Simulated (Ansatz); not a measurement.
# ZnS (F-43m) in Ansatz: further runs

The runs below take ZnS through relaxation of cell and atoms, single point, with PBEsol, SVWN5, PBE.

Everything below comes from runs of Ansatz 0.2.0. Logs are shortened: lines on timing, memory, paths and dates and some standing lists are left out, and cuts for length are marked.

**The experiment to reproduce.**

From “Electronic, vibrational, and thermodynamic properties of ZnS (zincblende and rocksalt structure)”, 2009, arxiv:0911.5022, for a bulk crystal of ZnS at 19 K: band gap 3.85 eV (direct).

How close the calculation comes is told below.

### 1 Starting point

The structure is cubic, space group F-43m (No. 216). Conventional cell: a = 5.404 Å, b = 5.404 Å, c = 5.404 Å, α = 90.00°, β = 90.00°, γ = 90.00°. Around Zn (site symmetry -43m) lie 4 S at 2.34 Å. Around S (site symmetry -43m) lie 4 Zn at 2.34 Å.

### 2 Relaxation of cell and atoms, PBEsol

Input file input.yaml:

```yaml
crystal:
  lattice:
    - [0.0, 2.702, 2.702]
    - [2.702, 0.0, 2.702]
    - [2.702, 2.702, 0.0]
  atoms:
    - { symbol: Zn, position: [0.75, 0.75, 0.75] }
    - { symbol: S, position: [0.0, 0.0, 0.0] }
hamiltonian:
  xc: pbesol
  pseudopotentials: { kind: paw }
kpoints:
  mp_grid: { grid: [9, 9, 9] }
scf:
  occupations: { method: fermi_dirac, width: 0.05 }
output:
  forces: true
  stress: true
  write_density: true
  write_potential: true
  elf: true
  volumetric_format: npy
relax:
  f_tol: 0.01
  max_steps: 40
  cell: { stress_tol: 0.05 }
```

Potentials or basis: Ansatz PAW.

Launch:

```
> ansatz run input.yaml --threads 2 --pin off --max-ram 5120MiB --backend cpu --events-out ev --progress --plain --runs-dir out
```

Output:

```text
Warning: RAYON_NUM_THREADS=2 ignored (pool sized by the plan → 2); use --threads N
Engine: ansatz 0.2.0, aarch64-unknown-linux-gnu
Pseudopotentials: kind: paw
Pseudopotential: Zn, paw, valence charge 12, recommended cutoff 420 eV (normal), Zn.paw.azcp
Pseudopotential: S, paw, valence charge 6, recommended cutoff 420 eV (normal), S.paw.azcp
Functional definition: PBEsol
  exchange = pbesol_x
  correlation = pbesol_c
Crystal: 2 atoms, lattice volume = 39.454 Å³
Basis set: ecut = 420 eV, 749 PW (Γ), exchange–correlation on 54×54×54 points (8 copies of the dense FFT grid, shifted against one another)
Bands: 13, of which v1, the nominal top of the filled ones, is band 9 counted from 1 (8 counted from 0)
Symmetry: 24 space group operations
Space group: F-43m (ITA 216), of the structure as read, at distance tolerance 3.4e-5 Å
k-points: 35 of 729 (time reversal used)
Non-local potential: Zn, projectors of the file, l = 0: 2, l = 1: 2, l = 2: 3, l = 3: 1
Non-local potential: S, projectors of the file, l = 0: 2, l = 1: 2, l = 2: 2
PAW form: soft (Blöchl's): semilocal exchange-correlation on the pseudo side does not see the compensation charge
PAW frozen core: Zn, regenerated for the run's functional, and the local potential with it (the file was generated under x = pbe(κ = 0.804, μ = 0.2195149727645171), c = pbe(β = 0.06672455060314922))
PAW frozen core: S, regenerated for the run's functional, and the local potential with it (the file was generated under x = pbe(κ = 0.804, μ = 0.2195149727645171), c = pbe(β = 0.06672455060314922))
PAW one-centre angular grid: Zn, 590 points (default); XC on 64 Gauss nodes
PAW one-centre angular grid: S, 110 points (default); XC on 64 Gauss nodes
Initial density: superposition of atomic densities (neutral atoms: chi_scale 0, normalization atom), corrected by the library's trained network
Initial wavefunctions: pseudopotential atomic-orbital guess
Functional: x = pbesol(κ = 0.804, μ = 0.12345679012345678), c = pbesol(β = 0.046)
SCF iter   1: F=—  HF=-4167.438324 eV  |F-HF|=—  |Δ(HF+E_count)|=         —  Δρ=5.49e-3  dr2=1.43e-2  ethr=1.77e-3  ⟨swp⟩=5.2  Hψ=2654  notcnv=0
preconditioner: auto → none  [insulator: Δε(μ)=1.917 eV  Ē_g=12.093 eV  σ=0.050 eV  W_gap=1.00  n_scr=14 (ndim 8)  ℏωp=25.1 eV  f_vac=0.026  D(μ)=0.00/eV (n_scr^D=0)  ε∞_Penn≈5.3]
SCF iter   2: F=—  HF=-4167.433871 eV  |F-HF|=—  |Δ(HF+E_count)|=   4.45e-3  Δρ=9.02e-4  dr2=1.61e-4  ethr=7.93e-5  ⟨swp⟩=3.0  Hψ=1192  notcnv=0
SCF iter   3: F=—  HF=-4167.433898 eV  |F-HF|=—  |Δ(HF+E_count)|=   2.75e-5  Δρ=7.02e-4  dr2=1.06e-4  ethr=8.97e-7  ⟨swp⟩=2.0  Hψ=720  notcnv=0
SCF iter   4: F=—  HF=-4167.433917 eV  |F-HF|=—  |Δ(HF+E_count)|=   1.90e-5  Δρ=2.81e-4  dr2=2.55e-5  ethr=5.90e-7  ⟨swp⟩=2.0  Hψ=735  notcnv=0
SCF iter   5: F=—  HF=-4167.433896 eV  |F-HF|=—  |Δ(HF+E_count)|=   2.08e-5  Δρ=2.39e-5  dr2=1.09e-7  ethr=1.42e-7  ⟨swp⟩=2.0  Hψ=735  notcnv=0
SCF iter   6: F=-4167.433896 eV  HF=-4167.433896 eV  |F-HF|=1.57e-9  |Δ(HF+E_count)|=   1.34e-7  Δρ=4.81e-6  dr2=5.24e-9  ethr=5.56e-10  ⟨swp⟩=7.7  Hψ=2580  notcnv=0
SCF 1 converged in 6 iterations: F = -4167.433896 eV  dr2 = 5.24e-9
relax step   1: F+E_penalty+E_count = -4167.43389645 eV  Δ(F+E_penalty+E_count) = +0.000e0 eV  max|allowed force component| = 2.128e-16 eV/Å  Δτ_max = 0.0000 Å  P = -1.973 GPa  Ω = 39.454 Å³  (6 SCF iters, dr2 threshold 1.00e-7 eV, accepted)
Crystal: 2 atoms, lattice volume = 38.854 Å³
Initial density: handed on by an earlier stage of this run
Initial wavefunctions: those handed on with the density
iter 1 solved again at ethr=1.10e-6 eV; its pass at ethr=3.10e-3 eV (dr2=1.98e-4 eV) is discarded
SCF iter   1: F=—  HF=-4167.439496 eV  |F-HF|=—  |Δ(HF+E_count)|=         —  Δρ=7.50e-4  dr2=1.80e-4  ethr=1.10e-6  ⟨swp⟩=2.0  Hψ=3134  notcnv=0
preconditioner: auto → none  [insulator: Δε(μ)=2.039 eV  Ē_g=12.192 eV  σ=0.050 eV  W_gap=1.00  n_scr=14 (ndim 8)  ℏωp=25.3 eV  f_vac=0.017  D(μ)=0.00/eV (n_scr^D=0)  ε∞_Penn≈5.3]
SCF iter   2: F=—  HF=-4167.439456 eV  |F-HF|=—  |Δ(HF+E_count)|=   4.09e-5  Δρ=2.34e-4  dr2=2.38e-5  ethr=9.98e-7  ⟨swp⟩=2.7  Hψ=728  notcnv=0
SCF iter   3: F=—  HF=-4167.439454 eV  |F-HF|=—  |Δ(HF+E_count)|=   1.86e-6  Δρ=2.43e-4  dr2=1.15e-5  ethr=1.32e-7  ⟨swp⟩=2.0  Hψ=735  notcnv=0
SCF iter   4: F=—  HF=-4167.439452 eV  |F-HF|=—  |Δ(HF+E_count)|=   2.14e-6  Δρ=2.19e-5  dr2=1.75e-7  ethr=1.11e-9  ⟨swp⟩=7.1  Hψ=3092  notcnv=0
SCF iter   5: F=-4167.439451 eV  HF=-4167.439451 eV  |F-HF|=4.29e-9  |Δ(HF+E_count)|=   7.77e-8  Δρ=9.74e-6  dr2=2.09e-8  ethr=9.72e-10  ⟨swp⟩=8.1  Hψ=2747  notcnv=0
SCF 2 converged in 5 iterations: F = -4167.439451 eV  dr2 = 2.09e-8
relax step   2: F+E_penalty+E_count = -4167.43945148 eV  Δ(F+E_penalty+E_count) = -5.555e-3 eV  max|allowed force component| = 6.939e-17 eV/Å  Δτ_max = 0.0000 Å  P = -0.862 GPa  Ω = 38.854 Å³  energy of the carried Pulay correction = +2.249e-4 eV  (5 SCF iters, dr2 threshold 2.00e-7 eV, accepted)
Crystal: 2 atoms, lattice volume = 38.402 Å³
iter 1 solved again at ethr=6.99e-7 eV; its pass at ethr=3.10e-3 eV (dr2=1.26e-4 eV) is discarded
SCF iter   1: F=—  HF=-4167.440825 eV  |F-HF|=—  |Δ(HF+E_count)|=         —  Δρ=6.00e-4  dr2=1.13e-4  ethr=6.99e-7  ⟨swp⟩=2.0  Hψ=3116  notcnv=0
preconditioner: auto → none  [insulator: Δε(μ)=2.089 eV  Ē_g=12.251 eV  σ=0.050 eV  W_gap=1.00  n_scr=14 (ndim 8)  ℏωp=25.4 eV  f_vac=0.015  D(μ)=0.00/eV (n_scr^D=0)  ε∞_Penn≈5.3]
SCF iter   2: F=—  HF=-4167.440798 eV  |F-HF|=—  |Δ(HF+E_count)|=   2.62e-5  Δρ=1.81e-4  dr2=1.46e-5  ethr=6.26e-7  ⟨swp⟩=2.7  Hψ=731  notcnv=0
SCF iter   3: F=—  HF=-4167.440797 eV  |F-HF|=—  |Δ(HF+E_count)|=   1.20e-6  Δρ=1.97e-4  dr2=7.49e-6  ethr=8.13e-8  ⟨swp⟩=2.0  Hψ=735  notcnv=0
SCF iter   4: F=—  HF=-4167.440796 eV  |F-HF|=—  |Δ(HF+E_count)|=   1.38e-6  Δρ=1.62e-5  dr2=9.88e-8  ethr=1.11e-9  ⟨swp⟩=7.0  Hψ=2970  notcnv=0
SCF iter   5: F=-4167.440796 eV  HF=-4167.440796 eV  |F-HF|=3.50e-9  |Δ(HF+E_count)|=   2.66e-8  Δρ=7.44e-6  dr2=1.21e-8  ethr=5.49e-10  ⟨swp⟩=8.0  Hψ=2750  notcnv=0
SCF 3 converged in 5 iterations: F = -4167.440796 eV  dr2 = 1.21e-8
relax step   3: F+E_penalty+E_count = -4167.44079588 eV  Δ(F+E_penalty+E_count) = -1.344e-3 eV  max|allowed force component| = 8.095e-17 eV/Å  Δτ_max = 0.0000 Å  P = +0.042 GPa  Ω = 38.402 Å³  energy of the carried Pulay correction = +3.970e-4 eV  (5 SCF iters, dr2 threshold 2.00e-7 eV, accepted)
Initial wavefunctions: pseudopotential atomic-orbital guess (no wavefunctions were taken with the density)
iter 1 solved again at ethr=2.05e-7 eV; its pass at ethr=3.10e-3 eV (dr2=3.68e-5 eV) is discarded
SCF iter   1: F=—  HF=-4167.440394 eV  |F-HF|=—  |Δ(HF+E_count)|=         —  Δρ=4.18e-5  dr2=2.04e-7  ethr=2.05e-7  ⟨swp⟩=3.0  Hψ=3923  notcnv=0
preconditioner: auto → none  [insulator: Δε(μ)=2.088 eV  Ē_g=12.253 eV  σ=0.050 eV  W_gap=1.00  n_scr=14 (ndim 8)  ℏωp=25.4 eV  f_vac=0.017  D(μ)=0.00/eV (n_scr^D=0)  ε∞_Penn≈5.3]
SCF iter   2: F=—  HF=-4167.440387 eV  |F-HF|=—  |Δ(HF+E_count)|=   6.56e-6  Δρ=5.26e-5  dr2=5.01e-7  ethr=1.13e-9  ⟨swp⟩=2.0  Hψ=759  notcnv=0
SCF iter   3: F=—  HF=-4167.440387 eV  |F-HF|=—  |Δ(HF+E_count)|=   3.88e-8  Δρ=1.52e-5  dr2=7.35e-8  ethr=1.13e-9  ⟨swp⟩=2.0  Hψ=735  notcnv=0
SCF iter   4: F=—  HF=-4167.440387 eV  |F-HF|=—  |Δ(HF+E_count)|=   6.29e-8  Δρ=2.31e-6  dr2=1.27e-9  ethr=4.08e-10  ⟨swp⟩=2.0  Hψ=735  notcnv=0
SCF iter   5: F=—  HF=-4167.440387 eV  |F-HF|=—  |Δ(HF+E_count)|=  2.00e-11  Δρ=6.86e-7  dr2=7.99e-11  ethr=7.05e-12  ⟨swp⟩=2.9  Hψ=770  notcnv=0
SCF iter   6: F=-4167.440387 eV  HF=-4167.440387 eV  |F-HF|=1.82e-12  |Δ(HF+E_count)|=  4.00e-11  Δρ=6.15e-8  dr2=6.01e-13  ethr=1.00e-12  ⟨swp⟩=5.1  Hψ=1857  notcnv=0
SCF 4 converged in 6 iterations: F = -4167.440387 eV  dr2 = 6.01e-13
relax step   4: F+E_penalty+E_count = -4167.44038733 eV  Δ(F+E_penalty+E_count) = +4.085e-4 eV  max|allowed force component| = 7.633e-17 eV/Å  Δτ_max = 0.0000 Å  P = +0.041 GPa  Ω = 38.402 Å³  stress off target by 4.14e-2 GPa  SCF on the basis re-selected at this cell (its energy is not comparable with the rows above)  (6 SCF iters)
basis re-selected at this cell: Δ(F+E_penalty+E_count) = +4.085e-4 eV, ΔP = -0.000 GPa vs the last step (what re-selecting the basis moved, of the pressure what is left beyond the Pulay correction that the steps carried, after the strain that the cell walked since its last selection, with what the two solves' SCF thresholds leave and, on support functions, any second-order correction that the steps lacked; it is no measure of the basis error at this ecutwfc). This SCF's stress stands 4.14e-2 GPa from its target on what of the cell is left free (relax.cell.stress_tol is 5.00e-2 GPa) and its largest allowed force component is 7.63e-17 eV/Å (relax.f_tol is 1.00e-2 eV/Å): within both
SCF converged after 6 iterations
Free energy (F): -4167.440387 eV
Harris-Foulkes:  -4167.440387 eV  (|F-HF|=1.82e-12)
Internal energy: -4167.440387 eV  (E = F + TS)
E sigma→0 (E₀):  -4167.440387 eV
Fermi energy:    7.126135 eV
--- Per-component energies (eV) ---
  E_band       = 7.391213
  E_kinetic    = 238.655009
  E_local      = -2023.997331  (includes V_loc(G=0)·N_el)
  E_nonlocal   = 643.835480
  E_hartree    = 845.062239
  E_xc         = -232.143400
  E_vxc        = -140.353183  (∫ρ·V_xc dr)
  E_paw        = -2374.991411  (= ΣΔE_a)
  E_vpaw       = -400.872871  (= ΣTr[D̂ρ^β])
  E_aug_tail   = -0.000371  (compensation charges beyond the density's cutoff)
  E_ewald      = -1264.719908
  E_core_change = 0.859304  (= ΣΔE_core)
  E_smearing   = -0.000000  (= −TS)
  E_closure    = 0.000000  (closes the sum)
  Σ components = -4167.440387   (vs F -4167.440387, Δ=0.00e0)
--- Forces (eV/Å), atoms counted from 1 ---
  atom   1  Zn     0.00000000    -0.00000000    -0.00000000
  atom   2  S     -0.00000000     0.00000000     0.00000000
  max |Σ_I F_I| component: 1.85e-17 eV/Å
--- Stress (GPa, compression-positive) ---
        0.041407       0.000000      -0.000000
       -0.000000       0.041407       0.000000
       -0.000000       0.000000       0.041407
  P = ⅓ Tr σ = 0.0414 GPa (0.414 kbar)
--- Band table (eV; the first three rows and the last of 35) ---
  k-point 0: bands = ["-7.3045", "-0.4430", "-0.4430", "-0.4430", "0.0889", "0.0889", "6.0434", "6.0434", "6.0434", "8.1312", "12.2949", "12.2949", "12.2949"]
  k-point 1: bands = ["-7.2057", "-0.4459", "-0.4251", "-0.4251", "0.0872", "0.0872", "5.0725", "5.9169", "5.9169", "8.8534", "12.2072", "12.5096", "12.5096"]
  k-point 2: bands = ["-6.9380", "-0.4256", "-0.3831", "-0.3831", "0.0881", "0.0881", "3.4961", "5.6252", "5.6252", "9.4478", "12.6437", "12.8825", "12.8825"]
  k-point 34: bands = ["-5.9918", "-0.3194", "-0.1666", "0.0026", "0.0724", "0.4605", "1.3178", "2.9734", "3.5261", "11.4756", "11.9849", "13.4003", "14.9437"]
--- Relaxed structure (3 steps of the walk, 3 accepted, 1 SCFs on fresh bases) ---
  F+E_penalty+E_count = -4167.44038733 eV   max|allowed force component| = 7.633e-17 eV/Å   (the final SCF, on the basis selected at the relaxed cell)
  cell:  # Å, volume = 38.4017 Å³
    - [3.439376122204523e-33, 2.6777714426468218, 2.6777714426468218]
    - [2.6777714426468218, 4.84060343125081e-34, 2.6777714426468218]
    - [2.6777714426468218, 2.6777714426468218, 1.9362413725003242e-33]
  atoms:
    - { symbol: Zn, position: [0.75, 0.75, 0.75] }
    - { symbol: S, position: [3.2669055928108207e-35, -1.4552579458884556e-34, -2.8214184665184338e-34] }
```

Wall time 3.6 s (2 threads of Arm Neoverse V2, shared host); peak memory 0.32 GiB.

What came out:

* Free energy: -4167.4404 eV
* Relaxed volume: 19.20 Å³/atom
* Relaxed cell: a = 3.787 Å, b = 3.787 Å, c = 3.787 Å, α = 60.00°, β = 60.00°, γ = 60.00°
* Space group after relaxing (to 0.05 Å): F-43m (No. 216)
* Energy gained by relaxing: 3.2 meV/atom
* Ionic steps: 4
* Pressure after relaxing: 0.0 GPa
* Band gap on the k mesh: 2.09 eV, direct

Step by step:
```
step  energy change (eV)  largest force (eV/Å)  volume (Å³)
   1              0.0000                0.0000        39.45
   2             -0.0056                0.0000        38.85
   3             -0.0069                0.0000        38.40
   4             -0.0065                0.0000        38.40
```

Final structure:
```cif
data_structure
_symmetry_space_group_name_H-M 'P 1'
_symmetry_Int_Tables_number 1
_cell_length_a 3.7869
_cell_length_b 3.7869
_cell_length_c 3.7869
_cell_angle_alpha 60.000
_cell_angle_beta 60.000
_cell_angle_gamma 60.000
_cell_volume 38.40
loop_
_atom_site_label
_atom_site_type_symbol
_atom_site_fract_x
_atom_site_fract_y
_atom_site_fract_z
_atom_site_occupancy
Zn1 Zn 0.75000 0.75000 0.75000 1
S1 S 0.00000 0.00000 0.00000 1
```

Caveat: odd divisions of the mesh miss points on the zone boundary, where band edges often lie, so the gap on the mesh can be too wide; the plane-wave basis is chosen anew once the cell has moved, so the energies of steps on either side of that aren't comparable; the PAW data sets come from PBE, with cores solved anew for the run's functional, which leaves a small shift of forces and pressure.

(Part 1 of 2 ends here.)
